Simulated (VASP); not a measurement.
The system is Lu.

```xyz
1
Lattice="-1.9541 1.9541 1.9541 1.9541 -1.9541 1.9541 1.9541 1.9541 -1.9541" Properties=species:S:1:pos:R:3 pbc="T T T"
Lu    0.0000    0.0000    0.0000
```

This isn't the form of Lu at room conditions, which is hcp.

Base run:

* Program: VASP 6.6.1
* Functional: PBE
* Potentials or basis: VASP PAW PBE potentials, release 64 (Lu)
* Cutoff: 520 eV
* k mesh: 10 × 10 × 10
* Occupations: gaussian, width 0.1 eV
* Spin: no spin polarisation

Its results: band gap on the k mesh none (metal or under the smearing width); pressure -0.3 GPa.

Task: The run is repeated on the same cell with these changes: functional from PBE to LDA; further incar settings from ALGO = Fast; EDIFF = 1.00e-06; NBANDS = 18 to ALGO = Fast; EDIFF = 1e-07; NBANDS = 18. What comes out?

Result: Band gap on the k mesh none (metal or under the smearing width); pressure -5.2 GPa.

Caveats: ASE's xc='lda' writes no GGA tag, so the PBE potentials set the functional and the run is PBE (some runs); the PAW data sets were made with another functional, which shifts forces and pressure a little (some runs).
